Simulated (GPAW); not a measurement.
## Al in GPAW: the effect of functional

Al:

```
Al
1.0
     4.49160    0.00000    0.00000
    -2.24580    3.88984    0.00000
     0.00000    0.00000    2.72260
Al
2
Direct
  0.33333 0.66667 0.00000
  0.66666 0.33334 0.00000
```

The cell was built by a generator and needn't be a form met in nature.

Alike in all runs:

```yaml
Program: GPAW 26.7.0
Task: single point
Cutoff: 600 eV
Basis: pw
k_mesh: 7 × 7 × 10
Occupations: fermi-dirac, width 0.05 eV
Spin: no spin polarisation
```

| functional | potentials or basis | pressure (GPa) |
| --- | --- | --- |
| LDA | the program's PAW data sets (release 1.2.1) made for this functional | -0.5 |
| revPBE | the program's PAW data sets (release 1.2.1) made for this functional | 2.6 |
| PW91 | PAW data sets generated in the run's folder for this functional | ? |
| RPBE | the program's PAW data sets (release 1.2.1) made for this functional | 2.8 |
| TPSS | GPAW PAW data sets (gpaw-data 1.2.1) | 1.0 |
| SCAN | GPAW PAW data sets (gpaw-data 1.2.1) | 0.7 |
| r2SCAN | GPAW PAW data sets (gpaw-data 1.2.1) | 0.9 |
| PBEsol | PAW data sets generated in the run's folder for this functional | 0.6 |

Problem. What does the run with functional PW91 give?

Solution. Pressure 1.8 GPa.

Caveats: the PAW data sets were made with another functional, which shifts forces and pressure a little (some runs).

Runs at the PBE level aren't shown here.
